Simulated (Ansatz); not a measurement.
## Relaxation path: Ga (diamond type)

DFT, PBE, PAW with Ansatz's default frozen-core files, scalar-relativistic (Ansatz 0.2.0); a Γ-centred 11×11×11 k mesh, Fermi–Dirac smearing of 0.05 eV, no spin polarisation. The run relaxes cell and atoms at a target pressure of 0 GPa.

Command: `ansatz run input.yaml --threads 1 --pin off --max-ram 2048MiB --backend cpu --events-out ev --progress --plain --runs-dir out` It took 5.2 s on 1 thread of Intel(R) Xeon(R) 6975P-C (Granite Rapids) (shared host), peak memory 0.41 GiB.

PAW: frozen-core files, cutoff 420 eV; forces are relaxed below 0.005 eV/Å.

Each step lists its free energy a cell above the last geometry, the pressure, the cell vectors (Å), and Cartesian positions (Å) with forces (eV/Å).

The first step:

```
step 1  dF = 25.81 meV  P = 2.78 GPa
  cell 0.0000 2.8744 2.8744  2.8744 0.0000 2.8744  2.8744 2.8744 0.0000
  Ga -0.7186 -0.7186 -0.7186   0.0000 0.0000 0.0000
  Ga 0.7186 0.7186 0.7186   0.0000 0.0000 0.0000
```

Task: Where does the relaxation end, and by which steps?

Result: After 4 geometries, with conventional a, b, c = 5.879, 5.879, 5.879 Å, at 25.402 Å³/atom (+6.96 % against the start) in space group Fd-3m, with a shortest distance of 2.546 Å. The further steps:
```
step 2  dF = 4.41 meV  P = 1.07 GPa
  cell 0.0000 2.9112 2.9112  2.9112 0.0000 2.9112  2.9112 2.9112 0.0000
  Ga -0.7278 -0.7278 -0.7278   0.0000 0.0000 0.0000
  Ga 0.7278 0.7278 0.7278   0.0000 0.0000 0.0000
step 3  dF = 0.06 meV  P = 0.15 GPa
  cell 0.0000 2.9354 2.9354  2.9354 0.0000 2.9354  2.9354 2.9354 0.0000
  Ga -0.7339 -0.7339 -0.7339   0.0000 0.0000 0.0000
  Ga 0.7339 0.7339 0.7339   0.0000 0.0000 0.0000
step 4  dF = 0.00 meV  P = 0.01 GPa
  cell 0.0000 2.9396 2.9396  2.9396 0.0000 2.9396  2.9396 2.9396 0.0000
  Ga -0.7349 -0.7349 -0.7349   0.0000 0.0000 0.0000
  Ga 0.7349 0.7349 0.7349   0.0000 0.0000 0.0000
step 5  dF = -0.69 meV  P = 0.00 GPa  (same geometry on a basis chosen anew; earlier energies don't compare to the last digit)
  cell 0.0000 2.9396 2.9396  2.9396 0.0000 2.9396  2.9396 2.9396 0.0000
  Ga -0.7349 -0.7349 -0.7349   0.0000 0.0000 0.0000
  Ga 0.7349 0.7349 0.7349   0.0000 0.0000 0.0000
```
